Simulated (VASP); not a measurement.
# Ge: molecular dynamics at constant energy

Ge, Cmce (no. 64), 16 atoms in the cell. PBE, molecular dynamics; PAW potentials Ge (PBE set).

Ensemble: NVE; Starting temperature (K): 600.

## Input

INCAR:
```
ALGO = Fast
EDIFF = 1E-6
ENCUT = 200
GGA = PE
IBRION = 0
ISIF = 2
ISMEAR = -1
ISYM = 0
KPAR = 2
LASPH = T
LCHARG = F
LREAL = Auto
LWAVE = F
MDALGO = 2
NELM = 60
NELMIN = 4
NSW = 60
POTIM = 3.0
PREC = Normal
RANDOM_SEED = 81864 0 0
SIGMA = 0.05
SMASS = -3
TEBEG = 600
```

KPOINTS:
```
k-points
0
Monkhorst-Pack
  2 2 2
```

POSCAR:
```
Ge
1.0
    8.6736389600      0.0000000000      0.0000000000
    0.0000000000      5.9972253600      0.0000000000
    0.0000000000      0.0000000000      5.7504647400
Ge
16
Direct
    0.5000000000      0.3324046000      0.6579973700
    0.5000000000      0.6675954000      0.3420026300
    0.5000000000      0.1675954000      0.1579973700
    0.5000000000      0.8324046000      0.8420026300
    0.2079936500      0.0000000000      0.0000000000
    0.7079936500      0.0000000000      0.5000000000
    0.7920063500      0.0000000000      0.0000000000
    0.2920063500      0.0000000000      0.5000000000
    0.0000000000      0.8324046000      0.6579973700
    0.0000000000      0.1675954000      0.3420026300
    0.0000000000      0.6675954000      0.1579973700
    0.0000000000      0.3324046000      0.8420026300
    0.7079936500      0.5000000000      0.0000000000
    0.2079936500      0.5000000000      0.5000000000
    0.2920063500      0.5000000000      0.0000000000
    0.7920063500      0.5000000000      0.5000000000
```

Commands:
```
cat potpaw_PBE.64/Ge/POTCAR > POTCAR
mpirun -np 2 vasp_std > vasp.out
```

## Result

- Rise of the mean potential energy above the start (meV/atom): 17.3
- Mean temperature (K): 454
- Electronic steps per ionic step after the first: 4.4

Course of the run:

| Time (fs) | Temperature (K) | Potential energy less the first (meV/atom) |
|---|---|---|
| 3 | 596 | 0.0 |
| 18 | 518 | 9.5 |
| 30 | 430 | 20.1 |
| 45 | 372 | 27.2 |
| 57 | 395 | 24.5 |
| 72 | 453 | 17.3 |
| 84 | 467 | 15.6 |
| 99 | 452 | 17.5 |
| 111 | 451 | 17.6 |
| 126 | 453 | 17.3 |
| 138 | 448 | 18.0 |
| 153 | 449 | 17.9 |
| 165 | 456 | 17.1 |
| 180 | 462 | 16.2 |

The mean temperature lies below the starting 600 K, since the atoms start on their sites and part of their kinetic energy turns into potential energy.

REPORT:
```
MDALGO =   2
               SCALING =       0
                 CNEXP =     9.000   14.000
           RANDOM_SEED =             81864                0                0

   original number of atomic DOF:         45
   number of independent constraints:      0
   number of active DOF:                  45

========================================
         MD step No.       1
========================================

  Atomic velocities initialized by STEP_tb

  >Energies
                    E_tot             E_pot             E_kin               EPS                ES
   e_b>   -0.64976725E+02   -0.66132654E+02    0.11559287E+01    0.00000000E+00    0.00000000E+00

  >Temperature
               T_sim     T_inst
   tmprt>    600.000    596.174

  >Thermostat:
           s(n+1) sdot(n+1)      s(n)   sdot(n)        Qs
   s_b>   0.00000   0.00000   0.00000   0.00000  -3.00000

           RANDOM_SEED =             81864               96                0

[... steps left out ...]

========================================
         MD step No.      60
========================================

  >Energies
                    E_tot             E_pot             E_kin               EPS                ES
   e_b>   -0.64976328E+02   -0.65872783E+02    0.89645458E+00    0.00000000E+00    0.00000000E+00

  >Temperature
               T_sim     T_inst
   tmprt>    600.000    462.349

  >Thermostat:
           s(n+1) sdot(n+1)      s(n)   sdot(n)        Qs
   s_b>   0.00000   0.00000   0.00000   0.00000  -3.00000

           RANDOM_SEED =             81864               96                0
```

OSZICAR:
```
N       E                     dE             d eps       ncg     rms          rms(c)
DAV:   1     0.110724059087E+03    0.11072E+03   -0.13433E+04   328   0.599E+02
DAV:   2    -0.548429265505E+02   -0.16557E+03   -0.15872E+03   389   0.129E+02
DAV:   3    -0.661135238097E+02   -0.11271E+02   -0.10747E+02   424   0.326E+01
DAV:   4    -0.663129342372E+02   -0.19941E+00   -0.19566E+00   424   0.403E+00
DAV:   5    -0.663158016502E+02   -0.28674E-02   -0.28584E-02   432   0.389E-01    0.497E+00
RMM:   6    -0.661929292073E+02    0.12287E+00   -0.57933E-02   328   0.728E-01    0.294E+00
RMM:   7    -0.661331819751E+02    0.59747E-01   -0.10330E-01   328   0.102E+00    0.207E-01
RMM:   8    -0.661323740808E+02    0.80789E-03   -0.12177E-02   331   0.370E-01    0.685E-02
RMM:   9    -0.661326466278E+02   -0.27255E-03   -0.29316E-03   359   0.120E-01    0.381E-02
RMM:  10    -0.661326445222E+02    0.21056E-05   -0.24712E-04   342   0.474E-02    0.767E-03
RMM:  11    -0.661326561760E+02   -0.11654E-04   -0.83733E-05   351   0.214E-02    0.622E-03
RMM:  12    -0.661326538239E+02    0.23520E-05   -0.15333E-05   331   0.104E-02    0.184E-03
[... left out ...]
     58 T=   459. E= -.64976370E+02 F= -.65866523E+02 E0= -.65838341E+02  EK= 0.89015E+00 SP= 0.00E+00 SK= 0.00E+00
     59 T=   460. E= -.64976370E+02 F= -.65869102E+02 E0= -.65841386E+02  EK= 0.89273E+00 SP= 0.00E+00 SK= 0.00E+00
[... last step whole ...]
       N       E                     dE             d eps       ncg     rms          rms(c)
DAV:   1    -0.658727274337E+02   -0.36265E-02   -0.23779E-03   597   0.104E+00    0.344E-03
RMM:   2    -0.658727747123E+02   -0.47279E-04   -0.45192E-04   328   0.605E-02    0.269E-03
RMM:   3    -0.658727821811E+02   -0.74688E-05   -0.71186E-05   348   0.210E-02    0.207E-03
RMM:   4    -0.658727828963E+02   -0.71516E-06   -0.82251E-06   260   0.762E-03
     60 T=   462. E= -.64976328E+02 F= -.65872783E+02 E0= -.65845711E+02  EK= 0.89645E+00 SP= 0.00E+00 SK= 0.00E+00
```

Limits: 180 fs of 16 atoms are too short for converged averages.

VASP 6.6.1 took 543 s on 2 cores (Intel Xeon Platinum 8259CL @ 2.50GHz (Skylake/Cascade Lake)), a shared host.
